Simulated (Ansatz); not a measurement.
# InP: the cost of one run

Method: DFT PBE, scalar-relativistic, plane waves, PAW, in Ansatz 0.2.0.

## (1) The structure to begin with

The structure is tetragonal, space group P4mm (No. 99). The conventional cell has a = 4.156 Å, b = 4.156 Å, c = 2.654 Å, α = 90.00°, β = 90.00°, γ = 90.00°. In (site symmetry 4mm) is surrounded by 2 In at 2.65 Å. P (site symmetry 4mm) has 2 P at 2.65 Å as nearest neighbours.

Coordinates:

```
In P
1.0
     4.15641    0.00000    0.00000
     0.00000    4.15641    0.00000
     0.00000    0.00000    2.65384
In P
1 1
Cartesian
  2.0782 2.0782 1.3816
  0.0000 0.0000 2.4433
```

A structure generator made this guess: random cell by space group and Wyckoff sites (P4mm, No. 99). Its size is a rough estimate.

## (2) Probe: one point on a coarse mesh

input.yaml

```yaml
crystal:
  lattice:
    - [4.1564057, 0.0, 0.0]
    - [0.0, 4.1564057, 0.0]
    - [0.0, 0.0, 2.65384183]
  atoms:
    - { symbol: In, position: [0.5, 0.5, 0.52058634] }
    - { symbol: P, position: [0.0, 0.0, 0.92068261] }
basis:
  ecutwfc: 420
kpoints:
  mp_grid: { grid: [4, 4, 6] }
hamiltonian:
  xc: pbe
scf:
  occupations: { method: gaussian, width: 0.1 }
  lower_state_search: "off"
output:
  forces: true
  stress: true
  eigenvalues: true
```

The run is started by

```bash
$ ansatz run input.yaml --threads 1 --pin off --max-ram 2560MiB --backend cpu --events-out ev --progress --plain --runs-dir out
```

**Question.** How long does this run take on 1 thread of Arm Neoverse V1, shared host, and how much memory does it need?

About 1.7 s, with a peak of 0.29 GiB.
